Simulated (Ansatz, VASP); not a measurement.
## One calculation of C, two programs

```
CELL_PARAMETERS angstrom
-2.06156 2.06156 2.06156
2.06156 -2.06156 2.06156
2.06156 2.06156 -2.06156
ATOMIC_POSITIONS crystal
C 0.75000 0.75000 0.75000
C 0.50000 0.00000 0.75000
C 0.00000 0.75000 0.50000
C 0.75000 0.50000 0.00000
```

Alike in both runs: functional PBE; k mesh 6 × 6 × 6; occupations gaussian, width 0.1 eV; no spin polarisation.

Ansatz relaxed the structure, and its values are those at the end. VASP's run is a single point on that final structure, the one shown.

|  | VASP | Ansatz |
| --- | --- | --- |
| version | VASP 6.6.1 | Ansatz 0.2.0 |
| potentials or method | VASP PAW PBE potentials, release 64 (C) | scalar-relativistic, plane waves, PAW |
| plane-wave cutoff (eV) | 520 | 420 |
| valence electrons in the cell | 16 | 16 |

VASP gave:

```
gap on the k mesh at the Fermi level (eV) : none
pressure (GPa)                            : 0.4
```

Task: What did Ansatz give for the same quantities?

Result: gap on the k mesh at the Fermi level (eV): none; pressure (GPa): 0.0.

A gap of «none» marks a metal or a gap that the smearing closes. With one functional, cell and mesh, what is left measures potentials, basis and numerics.
